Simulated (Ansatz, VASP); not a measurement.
**Pd in VASP and in Ansatz**

INCAR

```
SYSTEM = Pd
PREC = Accurate ; ENCUT = 520
EDIFF = 1E-6 ; ISMEAR = -1
SIGMA = 0.05 ; LREAL = .FALSE.
LASPH = .TRUE. ; NELM = 150
ALGO = Normal ; ISIF = 2
LWAVE = .FALSE. ; LCHARG = .FALSE.
LNONCOLLINEAR = .TRUE. ; MAGMOM = 0 0 0
LORBIT = 11 ; LSORBIT = .TRUE.
GGA_COMPAT = .FALSE. ; LORBMOM = .TRUE.
LMAXMIX = 4 ; GGA = PS
NBANDS = 21
```

File KPOINTS:

```
regular mesh
0
G
  12 12 12
  0 0 0
```

File POSCAR:

```
Pd
1.0
   -1.5722810000      1.5722810000      1.5722810000
    1.5722810000     -1.5722810000      1.5722810000
    1.5722810000      1.5722810000     -1.5722810000
Pd
1
Direct
    0.0000000000      0.0000000000      0.0000000000
```

input.yaml

```yaml
crystal:
  lattice:
    - [-1.572281, 1.572281, 1.572281]
    - [1.572281, -1.572281, 1.572281]
    - [1.572281, 1.572281, -1.572281]
  atoms:
    - { symbol: Pd, position: [0.0, 0.0, 0.0] }
hamiltonian:
  xc: pbesol
  pseudopotentials: { kind: paw_fr }
magnetization:
  noncollinear: true
  spin_orbit: true
kpoints:
  mp_grid: { grid: [12, 12, 12] }
  band_path:
    path:
      - [[0.0, 0.0, 0.0], [0.5, -0.5, 0.5], [0.0, 0.0, 0.5], [0.0, 0.0, 0.0], [0.25, 0.25, 0.25], [0.5, -0.5, 0.5]]
      - [[0.25, 0.25, 0.25], [0.0, 0.0, 0.5]]
    npoints: 14
scf:
  occupations: { method: fermi_dirac, width: 0.05 }
  n_extra_bands: 6
output:
  forces: true
  stress: true
  eigenvalues: true
  fatbands: false
  write_density: true
  write_potential: true
  elf: true
  volumetric_format: npy
```

This isn't the form of Pd at room conditions, which is fcc.

Alike in both runs: functional PBEsol; k mesh 12 × 12 × 12; occupations fermi-dirac, width 0.05 eV; non-collinear spin, spin-orbit coupling.

|  | VASP | Ansatz |
| --- | --- | --- |
| version | VASP 6.6.1 | Ansatz 0.2.0 |
| potentials or method | VASP PAW PBE potentials, release 64 (Pd) | Ansatz PAW |
| plane-wave cutoff (eV) | 520 | 420 |
| valence electrons in the cell | 10 | 18 |
| task | single point | band structure |

```csv
,VASP,Ansatz,Ansatz less VASP
gap on the k mesh at the Fermi level (eV),none,none,-
pressure (GPa),-10.1,-9.9,+0.26
net moment per atom (μB),0.00,0.00,0.000
```

A gap of «none» marks a metal or a gap that the smearing closes. The functional is the same, so the differences come from potentials, cutoffs and numerics. The two sets of potentials don't hold the same shells in valence.

Caveats: the PAW data sets were made with another functional, which shifts forces and pressure a little (VASP); the PAW data sets come from PBE, with cores solved anew for the run's functional, which leaves a small shift of forces and pressure (Ansatz).
